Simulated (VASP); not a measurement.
# Au (Cmcm) in VASP: notebook

The runs below take Au through single point, with PBEsol.

Program: VASP 6.6.1. These are calculated values, not measurements. Logs are shortened: lines on timing, memory, paths and dates and some standing lists are left out, and cuts for length are marked.

## Step 1: The structure

The structure is orthorhombic, space group Cmcm (No. 63). Conventional cell: a = 2.823 Å, b = 5.112 Å, c = 4.893 Å, α = 90.00°, β = 90.00°, γ = 90.00°. Au (site symmetry m2m) has 12 Au at 2.82 to 2.97 Å as nearest neighbours.

This isn't the form of Au at room conditions, which is fcc.

## Step 2: Single point, PBEsol

File INCAR:

```
  PREC = Accurate
  ENCUT = 520
  EDIFF = 1E-7
  ISMEAR = 0
  SIGMA = 0.1
  LREAL = False
  LASPH = True
  NELM = 80
  ALGO = Fast
  ISIF = 2
  LWAVE = False
  LCHARG = False
  GGA = PS
  NBANDS = 18
```

File KPOINTS:

```
Automatic mesh
0
Gamma
  16 16 10
```

File POSCAR:

```
Au
1.0
    1.4113099650     -2.5559330250      0.0000000000
    1.4113099650      2.5559330250      0.0000000000
    0.0000000000      0.0000000000      4.8931696100
Au
2
Direct
    0.6653279700      0.3346720300      0.2500000000
    0.3346720300      0.6653279700      0.7500000000
```

Potentials or basis: VASP PAW PBE potentials, release 64 (Au).

The run is started by

```sh
cat potpaw_PBE.64/Au/POTCAR > POTCAR
mpirun -np 1 vasp_std > vasp.out
```

OUTCAR:

```text
PREC = Accurate
   ENCUT = 520
   EDIFF = 1E-7
   ISMEAR = 0
   LREAL = False
   LASPH = True
   NELM = 80
   ISIF = 2
   GGA = PS

 ion  position               nearest neighbor table
   1  0.665  0.335  0.250-   2 2.95   2 2.95   2 2.95   2 2.95   2 2.97   2 2.97
   2  0.335  0.665  0.750-   1 2.95   1 2.95   1 2.95   1 2.95   1 2.97   1 2.97

  LATTYP: Found a base centered orthorhombic cell.
 ALAT       =     2.8226199300
 B/A-ratio  =     1.8110359088
 C/A-ratio  =     1.7335559627

  Lattice vectors:

 A1 = (   1.4113099650,  -2.5559330250,   0.0000000000)
 A2 = (   1.4113099650,   2.5559330250,   0.0000000000)
 A3 = (   0.0000000000,   0.0000000000,   4.8931696100)

Analysis of symmetry for initial positions (statically):
=====================================================================
 Subroutine PRICEL returns:
 Original cell was already a primitive cell.

 Routine SETGRP: Setting up the symmetry group for a
 base centered orthorhombic supercell.

 Subroutine GETGRP returns: Found  8 space group operations
 (whereof  4 operations were pure point group operations)
 out of a pool of  8 trial point group operations.

The static configuration has the point symmetry C_2h.
 The point group associated with its full space group is D_2h.

Analysis of symmetry for dynamics (positions and initial velocities):
=====================================================================
 Subroutine PRICEL returns:
 Original cell was already a primitive cell.

 Routine SETGRP: Setting up the symmetry group for a
 base centered orthorhombic supercell.

 Subroutine GETGRP returns: Found  8 space group operations
 (whereof  4 operations were pure point group operations)
 out of a pool of  8 trial point group operations.

The dynamic configuration has the point symmetry C_2h.
 The point group associated with its full space group is D_2h.

 Subroutine INISYM returns: Found  8 space group operations
 (whereof  4 operations are pure point group operations),
 and found     1 'primitive' translations

----------------------------------------------------------------------------------------

                                     Primitive cell

  volume of cell :      35.3014

  direct lattice vectors                    reciprocal lattice vectors
     1.411309965 -2.555933025  0.000000000     0.354280783 -0.195623279  0.000000000
     1.411309965  2.555933025  0.000000000     0.354280783  0.195623279  0.000000000
     0.000000000  0.000000000  4.893169610     0.000000000  0.000000000  0.204366511
[... 80 lines left out ...]
   LSORBIT =      F    spin-orbit coupling
   LASPH  =      T    aspherical Exc in radial PAW
   ENCUT  =  520.0 eV  38.22 Ry    6.18 a.u.   5.43  5.43  9.10*2*pi/ulx,y,z
   NELM   =     80;   NELMIN=  2; NELMDL= -5     # of ELM steps
   EDIFF  = 0.1E-06   stopping-criterion for ELM
   LREAL  =      F    real-space projection
   EDIFFG = 0.1E-05   stopping-criterion for IOM
   NSW    =      0    number of steps for IOM
   IBRION =     -1    ionic relax: 0-MD 1-quasi-New 2-CG
   NFREE  =      0    steps in history (QN), initial steepest desc. (CG)
   ISIF   =      2    stress and relaxation
   ISYM   =      2    0-nonsym 1-usesym 2-fastsym
   POTIM  = 0.5000    time-step for ionic-motion
   TEBEG  =    0.0;   TEEND  =   0.0 temperature during run
   PSTRESS=    0.0 pullay stress
   NELECT =      22.0000    total number of electrons
   NUPDOWN=      -1.0000    fix difference up-down
   EMIN   =  10.00;   EMAX   =-10.00  energy-range for DOS
   EFERMI =   0.00;   METHOD = LEGACY
   ISMEAR =     0;   SIGMA  =   0.10  broadening in eV -4-tet -1-fermi 0-gaus
   EFERMI_NEDOS =   21; number of points for ismear=-14 and -15
   IALGO  =     68    algorithm
   IMIX   =      4    mixing-type and parameters
     AMIX     =   0.40;   BMIX     =  1.00
     AMIX_MAG =   1.60;   BMIX_MAG =  1.00
  volume/ion in A,a.u.               =      17.65       119.11
  Fermi-wavevector in a.u.,A,eV,Ry     =   1.398358  2.642513 26.604898  1.955405
  Thomas-Fermi vector in A             =   2.521524
   LORBIT       =      0    0 simple, 1 ext, 2 COOP (PROOUT), +10 PAW based schemes
   GGA     = PS    functional components
   LHFCALC =     F    Hartree Fock is set to
   AEXX    =    0.0000 exact exchange contribution
   IVDW    =     0    specifies the selected vdW correction
   LEPSILON=     F    determine dielectric tensor
   LRPA    =     F    only Hartree local field effects (RPA)
 non-spin polarized calculation
 RMM-DIIS sequential band-by-band and
 Gauss-broadening in eV      SIGMA  =   0.10
  energy-cutoff  :      520.00
  volume of cell :       35.30
 maximum number of plane-waves:       970
 NGX is ok and might be reduce to    24
   NGX = 11   NGY = 11   NGZ = 19

 number of electron      21.9999996 magnetization

 Free energy of the ion-electron system (eV)
  ---------------------------------------------------
  ext. energy  EPLUGINS =         0.00000000
  ---------------------------------------------------
  free energy    TOTEN  =        -7.80595232 eV

  energy without entropy =       -7.80334541  energy(sigma->0) =       -7.80464887

 E-fermi :   8.6628     XC(G=0): -12.6755

 val. band max:        8.6577808573   @ k =   0.5000   0.5000   0.2000
 cond. band min:       8.6700086339   @ k =   0.5000   0.0625   0.2000
 fundamental gap:      0.0122277766
 Fermi energy:         8.6627689630

 k-point     1 :       0.0000    0.0000    0.0000
  band No.  band energies     occupation
      1      -0.8538      2.00000
      2       1.5568      2.00000
      3       3.9567      2.00000
      4       4.0129      2.00000
      5       4.3495      2.00000
      6       4.5947      2.00000
[... 481 lines left out ...]
      5       4.3475      2.00000
      6       4.6662      2.00000
[... 10 lines left out ...]
     17      26.3712      0.00000
     18      26.8271      0.00000

 [... further k-points ...]
[... 5 lines left out ...]
  --------------------------------------------------------------------------------------
  -------------------------------------------------------------------------------------
  Total       -0.9893265     -1.2888567     -1.3669553      0.0000000      0.0000000      0.0000000
  in kB      -44.9012144    -58.4955807    -62.0401364      0.0000000      0.0000000      0.0000000
  external PRESSURE =     -55.1456438 kB  Pullay stress =       0.0000000 kB

 VOLUME and BASIS-vectors are now :
 -----------------------------------------------------------------------------
  energy-cutoff  :      520.00
  volume of cell :       35.30
      direct lattice vectors                 reciprocal lattice vectors
     1.411309965 -2.555933025  0.000000000     0.354280783 -0.195623279  0.000000000
     1.411309965  2.555933025  0.000000000     0.354280783  0.195623279  0.000000000
     0.000000000  0.000000000  4.893169610     0.000000000  0.000000000  0.204366511

 POSITION                                       TOTAL-FORCE (eV/Angst)
 -----------------------------------------------------------------------------------
      1.41131     -0.84513      1.22329         0.000000      0.008165      0.000000
      1.41131      0.84513      3.66988         0.000000     -0.008165     -0.000000
 -----------------------------------------------------------------------------------
    total drift:                                0.000000      0.000000     -0.000000

  FREE ENERGIE OF THE ION-ELECTRON SYSTEM (eV)
  ---------------------------------------------------
  free  energy   TOTEN  =        -7.8059523205 eV

  energy  without entropy=       -7.8033454144  energy(sigma->0) =       -7.80464887
```

Run time: 2.8 min. Hardware: 1 thread of Intel Xeon Platinum 8559C (Emerald Rapids), shared host; peak memory 0.33 GiB.

Results:

```
Free energy            : -7.8060 eV
Pressure               : -5.5 GPa
Largest force          : 0.008 eV/Å
Band gap on the k mesh : none (metal or under the smearing width)
```

Forces on the atoms (eV/Å):
```
Au   0.000  0.008  0.000
Au   0.000 -0.008  0.000
```

Caveat: the PAW data sets were made with another functional, which shifts forces and pressure a little. Spin-orbit coupling is left out, which matters for the levels of Au.

## Step 3: Single point, PBEsol (kmesh displaced: [4, 4, 2] Gamma-centred)

File INCAR:

```
SYSTEM = Au
  PREC = Accurate
  ENCUT = 520
  EDIFF = 1E-6
  ISMEAR = 0
  SIGMA = 0.1
  LREAL = .False.
  LASPH = .True.
  NELM = 100
  ALGO = Normal
  ISIF = 2
  LWAVE = .False.
  LCHARG = .True.
  GGA = PS
  LELF = .True.
  LVHAR = .True.
  NBANDS = 18
```

File KPOINTS:

```
Automatic mesh
0
Gamma
  4 4 2
  0 0 0
```

File POSCAR:

```
Au
1.0
    1.3765904572     -2.5578416875     -0.0364534167
    1.4185444578      2.5810074350      0.0013541817
   -0.0608464880      0.0361901094      4.9685663764
Au
2
Direct
    0.6464970626      0.3230456515      0.2532787502
    0.3022856735      0.6592323313      0.7401851646
```

Potentials or basis: VASP PAW PBE potentials, release 64 (Au).

The run is started by

```sh
cat potpaw_PBE.64/Au/POTCAR > POTCAR
mpirun -np 1 vasp_std > vasp.out
```

It took 17 s on 1 thread of Intel Xeon Platinum 8559C (Emerald Rapids), shared host; peak memory 0.16 GiB.

Results (log left out):

* Free energy: -7.5155 eV
* Pressure: -5.5 GPa
* Largest force: 0.350 eV/Å
* Band gap on the k mesh: none (metal or under the smearing width)

Forces on the atoms (eV/Å):
```
Au  -0.064  0.163 -0.303
Au   0.064 -0.163  0.303
```

Stress tensor (GPa, compression positive):
```
 -2.98   0.65  -0.26
  0.65  -2.88  -0.79
 -0.26  -0.79 -10.66
```

Levels at points of the mesh, in eV from the Fermi level:
```
           k point  band 9  band 10  band 11  band 12  band 13  band 14
(0.00, 0.00, 0.00)   -3.75    -2.77    -2.52    -1.66     1.61    14.10
(0.50, 0.00, 0.00)   -2.24    -2.07     0.17     1.34     5.11     6.62
(0.00, 0.50, 0.00)   -2.31    -2.16     0.02     1.23     5.07     6.45
(0.50, 0.50, 0.00)   -2.34    -2.21    -0.40     0.76     4.49     5.91
(0.00, 0.00, 0.50)   -3.17    -3.13    -3.06    -2.84     8.78     9.65
(0.50, 0.00, 0.50)   -2.16    -2.09     0.13     0.29     3.44     4.02
(0.00, 0.50, 0.50)   -2.19    -2.18    -0.04     0.24     3.43     3.51
(0.50, 0.50, 0.50)   -2.26    -2.25    -0.33    -0.06     2.72     2.78
```

Caveat: the k mesh is coarse (spacing up to 0.64 Å⁻¹), so the values aren't converged; the PAW data sets were made with another functional, which shifts forces and pressure a little. The run has no spin-orbit coupling, so splittings on Au are missing.

## Step 4: Single point, PBEsol (kmesh displaced: [1, 1, 1] Gamma-centred)

File INCAR:

```
  ALGO = Fast
  EDIFF = 1E-6
  ENCUT = 520
  GGA = PS
  ISIF = 2
  ISMEAR = 0
  LASPH = T
  LCHARG = F
  LREAL = F
  LWAVE = F
  NBANDS = 18
  NELM = 100
  PREC = Accurate
  SIGMA = 0.1
```

File KPOINTS:

```
k-points
0
Gamma
  1 1 1
```

POSCAR is that of step 3.

The run is started by

```sh
cat potpaw_PBE.64/Au/POTCAR > POTCAR
mpirun -np 1 vasp_gam > vasp.out
```

It used 5.3 s of CPU time on 1 thread of Intel(R) Xeon(R) Platinum 8559C (Emerald Rapids), with other jobs on the host, which was overloaded at the time.

The run converged, but a check on its numbers failed (symmetry, net force, bounds or a known fault of this set-up), so they aren't taken as properties of the crystal.

Caveat: the k mesh is coarse (spacing up to 2.58 Å⁻¹), so the values aren't converged; the mesh shows a gap though the element is a metal; the PAW data sets were made with another functional, which shifts forces and pressure a little.
